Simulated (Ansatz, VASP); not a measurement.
# Cross-check of Sn32HO64 (interstitial H+ in rutile SnO2) between VASP and Ansatz, part 2 of 2

One calculation is typed for both programs; each brings its own data sets. How far apart do they land? Of the first pair: The structure shown is the start of the Ansatz relaxation below; VASP solves that cell, so the two are compared at the walk's first step.

VASP 6.6.1 and Ansatz 0.2.0.

So far. Step 3 (VASP: single point, r2SCAN, start cell, pair 1): The run ends at a pressure of -0.25 GPa, with forces up to 4.5 eV/Å.

## (5) Ansatz: relaxation, r2SCAN

Level of this step: Ansatz beside VASP: Kohn-Sham DFT, plane waves, r2SCAN (Ansatz).

This run makes the geometry at which the two programs are then compared.

The structure compared here is the end of the Ansatz relaxation.

input.yaml

```yaml
relax:
  f_tol: 0.01
  max_steps: 80
  random_displacement: { amplitude: 0.02, seed: 40 }
crystal:
  lattice:
    - [0.0, 9.51989758, 6.4015707]
    - [9.51989758, 0.0, 6.4015707]
    - [9.51989758, 9.51989758, 0.0]
  atoms:
    - { symbol: Sn, position: [0.0, 0.0, 0.0] }
    - { symbol: Sn, position: [0.25, 0.25, 0.25] }
    - { symbol: Sn, position: [0.125, 0.125, 0.125] }
    - { symbol: Sn, position: [0.375, 0.375, 0.375] }
[... 1 atom line left out ...]
    - { symbol: O, position: [0.25, 0.25, 0.402954559] }
[... 1 atom line left out ...]
    - { symbol: O, position: [0.277954559, 0.472045441, 0.125] }
    - { symbol: O, position: [0.0, 0.0, 0.347045441] }
    - { symbol: O, position: [0.25, 0.25, 0.097045441] }
[... 1 atom line left out ...]
    - { symbol: O, position: [0.472045441, 0.277954559, 0.125] }
    - { symbol: Sn, position: [0.0, 0.0, 0.5] }
    - { symbol: Sn, position: [0.25, 0.25, 0.75] }
    - { symbol: Sn, position: [0.125, 0.125, 0.625] }
[... 7 atom lines left out ...]
    - { symbol: O, position: [0.222045441, 0.027954559, 0.875] }
    - { symbol: O, position: [0.472045441, 0.277954559, 0.625] }
[... 1 atom line left out ...]
    - { symbol: Sn, position: [0.25, 0.75, 0.25] }
[... 2 atom lines left out ...]
    - { symbol: O, position: [0.0, 0.5, 0.152954559] }
[... 1 atom line left out ...]
    - { symbol: O, position: [0.027954559, 0.722045441, 0.375] }
[... 1 atom line left out ...]
    - { symbol: O, position: [0.0, 0.5, 0.347045441] }
[... 4 atom lines left out ...]
    - { symbol: Sn, position: [0.25, 0.75, 0.75] }
[... 3 atom lines left out ...]
    - { symbol: O, position: [0.25, 0.75, 0.902954559] }
    - { symbol: O, position: [0.027954559, 0.722045441, 0.875] }
    - { symbol: O, position: [0.277954559, 0.972045441, 0.625] }
[... 1 atom line left out ...]
    - { symbol: O, position: [0.25, 0.75, 0.597045441] }
    - { symbol: O, position: [0.222045441, 0.527954559, 0.875] }
    - { symbol: O, position: [0.472045441, 0.777954559, 0.625] }
    - { symbol: Sn, position: [0.5, 0.0, 0.0] }
    - { symbol: Sn, position: [0.75, 0.25, 0.25] }
[... 4 atom lines left out ...]
    - { symbol: O, position: [0.527954559, 0.222045441, 0.375] }
[... 1 atom line left out ...]
    - { symbol: O, position: [0.5, 0.0, 0.347045441] }
[... 1 atom line left out ...]
    - { symbol: O, position: [0.722045441, 0.027954559, 0.375] }
[... 1 atom line left out ...]
    - { symbol: Sn, position: [0.5, 0.0, 0.5] }
    - { symbol: Sn, position: [0.75, 0.25, 0.75] }
    - { symbol: Sn, position: [0.625, 0.125, 0.625] }
    - { symbol: Sn, position: [0.875, 0.375, 0.875] }
[... 7 atom lines left out ...]
    - { symbol: O, position: [0.972045441, 0.277954559, 0.625] }
[... 2 atom lines left out ...]
    - { symbol: Sn, position: [0.625, 0.625, 0.125] }
[... 1 atom line left out ...]
    - { symbol: O, position: [0.5, 0.5, 0.152954559] }
    - { symbol: O, position: [0.75, 0.75, 0.402954559] }
[... 3 atom lines left out ...]
    - { symbol: O, position: [0.75, 0.75, 0.097045441] }
    - { symbol: O, position: [0.722045441, 0.527954559, 0.375] }
[... 1 atom line left out ...]
    - { symbol: Sn, position: [0.5, 0.5, 0.5] }
[... 1 atom line left out ...]
    - { symbol: Sn, position: [0.625, 0.625, 0.625] }
[... 1 atom line left out ...]
    - { symbol: O, position: [0.5, 0.5, 0.652954559] }
[... 3 atom lines left out ...]
    - { symbol: O, position: [0.5, 0.5, 0.847045441] }
[... 2 atom lines left out ...]
    - { symbol: O, position: [0.972045441, 0.777954559, 0.625] }
    - { symbol: H, position: [0.277954559, 0.472045441, 0.698875] }
total_charge: 1
basis:
  ecutwfc: 500
  xc_grid: 2
hamiltonian:
  xc: r2scan
kpoints:
  mp_grid: { grid: [1, 1, 1], shift: [0.25, 0.25, 0.25] }
scf:
  occupations: { method: fermi_dirac, width: 0.01 }
  max_iter: 120
output:
  forces: true
checkpoint:
  write: "../relax.run"
  compress: false
  write_wavefunctions: true
  write_every: 100000
```

Command:

```
$ ansatz run input.yaml --threads 4 --pin off --max-ram 7536MiB --backend cpu --events-out ev --progress --plain --runs-dir out
```

Numbers of over 12 decimals in the logs are rounded to 6 here.

Output:

```text
[...]
Crystal: 97 atoms, lattice volume = 1160.329 Å³
Basis set: ecut = 500 eV, 29483 PW (Γ), exchange–correlation on 180×180×200 points (8 copies of the dense FFT grid, shifted against one another)
Bands: 513, of which v1, the nominal top of the filled ones, is band 416 counted from 1 (415 counted from 0)
Symmetry: 1 space group operations
k-points: 1
[...]
SCF iter   1: F=—  HF=-229662.318579 eV  |F-HF|=—  |Δ(HF+E_count)|=         —  Δρ=1.23e-2  dr2=1.23e0  dr2_τ=4.39e0  ethr=1.77e-3  ⟨swp⟩=5.0  Hψ=2035  notcnv=0  defer=47
[...]
- { symbol: Sn, position: [0.378281, 0.371898, 0.878762] }
[...]
- { symbol: Sn, position: [0.511301, 0.498629, 0.495258] }
    - { symbol: Sn, position: [0.745869, 0.752074, 0.751064] }
    - { symbol: Sn, position: [0.625317, 0.625455, 0.624387] }
    - { symbol: Sn, position: [0.874975, 0.875204, 0.874590] }
[...]
- { symbol: O, position: [0.500090, 0.501298, 0.846680] }
    - { symbol: O, position: [0.748148, 0.751390, 0.597293] }
    - { symbol: O, position: [0.722783, 0.528980, 0.873411] }
    - { symbol: O, position: [0.966121, 0.784069, 0.623132] }
    - { symbol: H, position: [0.266600, 0.483666, 0.715964] }
```

## (6) VASP: single point, r2SCAN, relaxed cell, pair 2

The same cell, functional, mesh and smearing now go to VASP, with its own data sets.

INCAR

```
SYSTEM = Sn32HO64
PREC = Accurate
ENCUT = 580
EDIFF = 1E-06
NELM = 120
ISMEAR = -1
SIGMA = 0.01
LREAL = Auto
ALGO = Normal
METAGGA = R2SCAN
LASPH = .TRUE.
NELECT = 832
NBANDS = 488
LORBIT = 11
LWAVE = .FALSE.
LCHARG = .FALSE.
ISIF = 2
ISYM = 0
GGA_COMPAT = .FALSE.
EFERMI = MIDGAP
LMIXTAU = .TRUE.
NCORE = 2
```

POSCAR

```
Sn32HO64
1.0
    0.0000000000      9.5198975800      6.4015707000
    9.5198975800      0.0000000000      6.4015707000
    9.5198975800      9.5198975800      0.0000000000
Sn O H
32 64 1
Direct
    0.9983010270      0.9991096214      0.0013563135
    0.2513695681      0.2490522160      0.2506269590
    0.1247461676      0.1248827967      0.1249599252
    0.3751323099      0.3750413046      0.3745736375
[... 1 atom line left out ...]
    0.2515624150      0.2389108691      0.7549637402
[... 1 atom line left out ...]
    0.3782813154      0.3718982418      0.8787624352
    0.9996410485      0.5003807506      0.9990588599
    0.2498066163      0.7500531822      0.2487847160
[... 1 atom line left out ...]
    0.3753306211      0.8745654215      0.3748434061
    0.0001488501      0.5003822952      0.4984493855
    0.2498060321      0.7505452283      0.7488899990
    0.1136223401      0.6365884912      0.6213111493
[... 7 atom lines left out ...]
    0.6247994233      0.1254036898      0.6246106560
    0.8756453776      0.3748631842      0.8745374258
[... 1 atom line left out ...]
    0.7510896002      0.7519014199      0.2485715358
[... 2 atom lines left out ...]
    0.5113005497      0.4986285811      0.4952575731
[... 1 atom line left out ...]
    0.6253169108      0.6254554397      0.6243865431
[... 1 atom line left out ...]
    0.0004551378      0.9994248442      0.1530073517
[... 4 atom lines left out ...]
    0.2488216493      0.2500864977      0.0979260556
[... 3 atom lines left out ...]
    0.2528246409      0.2496273259      0.9013603682
    0.0301473637      0.2215557636      0.8754159137
    0.2745958049      0.4757626944      0.6431862208
[... 1 atom line left out ...]
    0.2484708954      0.2544004655      0.5977266840
    0.2205513828      0.0223637995      0.8773792754
    0.4701103491      0.2800861521      0.6233261246
    0.0037177948      0.4984681931      0.1505568115
    0.2512349807      0.7469598006      0.4033988148
[... 4 atom lines left out ...]
    0.2221758190      0.5280114891      0.3745064628
[... 1 atom line left out ...]
    0.0032453734      0.4990530116      0.6513443712
[... 1 atom line left out ...]
    0.0285248282      0.7216710243      0.8749623818
[... 1 atom line left out ...]
    0.9997065479      0.5037609431      0.8436211158
    0.2463277928      0.7505353622      0.5969207078
    0.2242521939      0.5259036711      0.8645110820
    0.4713665216      0.7777855690      0.6234543619
[... 7 atom lines left out ...]
    0.9723908435      0.2788116374      0.1224136234
[... 2 atom lines left out ...]
    0.5294410979      0.2207503592      0.8760640029
[... 1 atom line left out ...]
    0.4975293099      0.0018200864      0.8466189543
    0.7483383375      0.2526040631      0.5958211902
[... 3 atom lines left out ...]
    0.7508096026      0.7498378255      0.4026270858
    0.5286388610      0.7200554111      0.3769297534
[... 1 atom line left out ...]
    0.4957116493      0.5016224265      0.3505200465
[... 1 atom line left out ...]
    0.7278369661      0.5296376039      0.3701755826
[... 1 atom line left out ...]
    0.5006286196      0.4974137071      0.6535847809
[... 3 atom lines left out ...]
    0.5000901607      0.5012976936      0.8466804763
[... 2 atom lines left out ...]
    0.9661210365      0.7840691677      0.6231317317
    0.2666002022      0.4836655635      0.7159635827
```

KPOINTS

```
Points of the shifted mesh
1
Reciprocal
 0.2500000000  0.2500000000  0.2500000000 1
```

PAW data sets: Sn_d, O and H (PBE family, release 64).

Command:

```
$ mpirun -np 8 vasp_std
```

Output:

```text
[banner, memory and clock lines left out]
running    8 mpi-ranks, on    1 nodes
[...]
[... a notice as in an earlier step ...]

 LDA part: xc-table for (None), standard interpolation
 POSCAR, INCAR and KPOINTS ok, starting setup
[...]
entering main loop
       N       E                     dE             d eps       ncg     rms          rms(c)
DAV:   1     0.195896484488E+05    0.19590E+05   -0.32922E+05   976   0.297E+03
DAV:   2     0.362202272224E+04   -0.15968E+05   -0.15328E+05   976   0.940E+02
DAV:   3    -0.979650691455E+03   -0.46017E+04   -0.43349E+04  1008   0.379E+02
DAV:   4    -0.162870052905E+04   -0.64905E+03   -0.63439E+03  1128   0.148E+02
DAV:   5    -0.166266489608E+04   -0.33964E+02   -0.33439E+02  1160   0.332E+01BRMIX: very serious problems
 the old and the new charge density differ
 old charge density:   833.00000 new  832.00001
    0.621E+01
DAV:   6    -0.147303633054E+04    0.18963E+03   -0.24765E+02  1416   0.680E+01    0.278E+01
DAV:   7    -0.136841139343E+04    0.10462E+03   -0.53485E+01  1368   0.222E+01    0.134E+01
DAV:   8    -0.144739352998E+04   -0.78982E+02   -0.20340E+01  1320   0.153E+01    0.683E+00
DAV:   9    -0.135470667127E+04    0.92687E+02   -0.12549E+01  1232   0.832E+00    0.277E+00
[...]
DAV:  24    -0.136483250427E+04   -0.16435E-05   -0.59876E-06   792   0.709E-03    0.183E-03
DAV:  25    -0.136483250555E+04   -0.12714E-05   -0.22990E-06   608   0.460E-03    0.129E-03
DAV:  26    -0.136483250654E+04   -0.99192E-06   -0.26951E-07   536   0.170E-03
   1 F= -.13648325E+04 E0= -.13648325E+04  d E =0.000000E+00
```

Parts of OUTCAR (step 6):

```text
  FREE ENERGIE OF THE ION-ELECTRON SYSTEM (eV)
  ---------------------------------------------------
  free  energy   TOTEN  =     -1364.8325065379 eV

  energy  without entropy=    -1364.8325065379  energy(sigma->0) =    -1364.83250654
```

The run ends at a pressure of -0.40 GPa, with forces up to 0.16 eV/Å.

## (7) Differences

The two programs side by side:

```csv
quantity,Ansatz,VASP,difference
gap on the k mesh (eV),2.284,2.307,-0.023
```

At this near-relaxed geometry the largest component of a force difference is 125 meV/Å. A gap on the mesh is an upper bound, since the band edges may lie between its points. The cell carries a charge of +1 e against a uniform background, so its pressure also hangs on how the neutralising background is counted, and in a defect's cell a gap may be the spacing between its levels.

## (8) Outcome

* r.m.s. force difference (single point, r2SCAN, start cell, pair 1): 3.7 % of the r.m.s. force
* r.m.s. force difference (single point, r2SCAN, relaxed cell, pair 2): 18 meV/Å

In words: The r.m.s. force difference is 18 meV/Å (single point, r2SCAN, relaxed cell, pair 2), beyond the 12 meV/Å picked in this series as the mark of a large difference. What causes the difference of the single point, r2SCAN, start cell, pair 1 pair stays open here. What causes the difference of the single point, r2SCAN, relaxed cell, pair 2 pair stays open here. How closely two codes agree says nothing of how well the functional describes the real material.

[Lines on the potential files, build, host, timing and source positions are cut from VASP's logs without a mark.]

[Logs are printed without paths, hosts, clocks, repeated set-up lines and the standing remarks that a program may print on its own settings, such as how far it seeks lower states.]

[Hosts, paths, dates, database ids (printed as entryN), source tags and the programs' standing remarks are cut or masked in the printed files.]
